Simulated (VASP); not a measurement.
Method: PBEsol GGA, VASP's PBE PAW potentials (set 64) (plane waves; VASP).

VASP input:

**POSCAR**
```
InCuS2
6.860540
 -0.4061519939   0.4061519939   0.8185848344
  0.4061519939  -0.4061519939   0.8185848344
  0.4061519939   0.4061519939  -0.8185848344
In Cu S
2 2 4
Direct
  0.5000000000   0.5000000000   0.0000000000
  0.2500000000   0.7500000000   0.5000000000
  0.7500000000   0.2500000000   0.5000000000
  0.0000000000   0.0000000000   0.0000000000
  0.8750000000   0.9038000000   0.5288000000
  0.0962000000   0.6250000000   0.9712000000
  0.3750000000   0.3462000000   0.4712000000
  0.6538000000   0.1250000000   0.0288000000
```

**INCAR**
```
EDIFF = 1E-6   # SCF stop (eV)
ENCUT = 300
SYSTEM = InCuS2
GGA = PS
LASPH = .TRUE.
LWAVE = .FALSE.
ISIF = 2
NELM = 100   # most electronic steps
LCHARG = .FALSE.
LREAL = .FALSE.   # projection in real space or not
ISMEAR = -5
ALGO = Normal   # blocked Davidson
PREC = Accurate
LMAXMIX = 4   # l cut-off of mixed one-centre charges
```

File KPOINTS:
```
Regular mesh
0
G
6 6 6
```

POTCAR, in this order: In_d Cu S (PBE.64 set). Program: vasp_std.

What VASP printed:

### OSZICAR
```
       N       E                     dE             d eps       ncg     rms          rms(c)
DAV:   1     0.612467189165E+03    0.61247E+03   -0.23221E+04  2580   0.135E+03
DAV:   2     0.533116758610E+02   -0.55916E+03   -0.54666E+03  2619   0.389E+02
DAV:   3    -0.332521749771E+02   -0.86564E+02   -0.85211E+02  3520   0.177E+02
DAV:   4    -0.385037045112E+02   -0.52515E+01   -0.51966E+01  3800   0.463E+01
DAV:   5    -0.386625257213E+02   -0.15882E+00   -0.15851E+00  4000   0.836E+00    0.176E+01
DAV:   6    -0.387309254776E+02   -0.68400E-01   -0.51595E+01  3551   0.101E+02    0.121E+01
DAV:   7    -0.358818038285E+02    0.28491E+01   -0.12390E+01  3375   0.817E+01    0.664E+00
DAV:   8    -0.362356726281E+02   -0.35387E+00   -0.61090E+00  3960   0.257E+01    0.438E+00
DAV:   9    -0.360601906358E+02    0.17548E+00   -0.17475E+00  3570   0.201E+01    0.115E+00
DAV:  10    -0.360687332256E+02   -0.85426E-02   -0.22817E-01  3597   0.863E+00    0.919E-01
DAV:  11    -0.360602231543E+02    0.85101E-02   -0.52030E-02  3789   0.382E+00    0.275E-01
DAV:  12    -0.360609220683E+02   -0.69891E-03   -0.76322E-03  3824   0.380E-01    0.833E-02
DAV:  13    -0.360609271500E+02   -0.50817E-05   -0.19201E-04  3533   0.118E-01    0.517E-02
DAV:  14    -0.360609231434E+02    0.40065E-05   -0.51049E-05  3813   0.801E-02    0.179E-02
DAV:  15    -0.360609209103E+02    0.22332E-05   -0.20442E-05  3432   0.619E-02    0.131E-02
DAV:  16    -0.360609210049E+02   -0.94637E-07   -0.18899E-06  2021   0.177E-02
   1 F= -.36060921E+02 E0= -.36060921E+02  d E =0.000000E+00
```

File OUTCAR:
```
------------------------ aborting loop because EDIFF is reached ----------------------------------------
  FORCE on cell =-STRESS in cart. coord.  units (eV):
  Direction    XX          YY          ZZ          XY          YZ          ZX
  --------------------------------------------------------------------------------------
  Total       -4.1057842     -4.1057842     -4.2051227      0.0000000      0.0000000      0.0000000
  in kB      -37.7164611    -37.7164611    -38.6290023      0.0000000      0.0000000      0.0000000
  external PRESSURE =     -38.0206415 kB  Pullay stress =       0.0000000 kB
  volume of cell :      174.41
      direct lattice vectors                 reciprocal lattice vectors
    -2.786422000  2.786422000  5.615934000     0.000000000  0.179441592  0.089032385
     2.786422000 -2.786422000  5.615934000     0.179441592  0.000000000  0.089032385
     2.786422000  2.786422000 -5.615934000     0.179441592  0.179441592  0.000000000
 POSITION                                       TOTAL-FORCE (eV/Angst)
 -----------------------------------------------------------------------------------
      0.00000      0.00000      5.61593        -0.000000      0.000000     -0.000000
      2.78642      0.00000      2.80797        -0.000000      0.000000     -0.000000
      0.00000      2.78642      2.80797        -0.000000      0.000000     -0.000000
      0.00000      0.00000      0.00000        -0.000000      0.000000      0.000000
      1.55371      1.39321      7.01992         0.075995      0.000000     -0.000000
      4.17963      1.23271     -1.40398         0.000000     -0.075995      0.000000
      1.23271      1.39321      1.40398        -0.075995      0.000000      0.000000
     -1.39321      1.55371      4.21195        -0.000000      0.075995     -0.000000
 -----------------------------------------------------------------------------------
    total drift:                               -0.000015     -0.000015     -0.000024
  FREE ENERGIE OF THE ION-ELECTRON SYSTEM (eV)
  ---------------------------------------------------
  free  energy   TOTEN  =       -36.0609210049 eV

  energy  without entropy=      -36.0609210049  energy(sigma->0) =      -36.06092100
```
(Selected blocks of OUTCAR.)

At this cut-off the stress carries a Pulay error, which pulls relaxed volumes low.

The structure comes from a computed database's InCuS2 entry; how it stands against other phases isn't given here. The cell was not relaxed at this level. The run is one of a series of settings (ISMEAR = -5, SIGMA removed against the base run), some of them coarse on purpose.
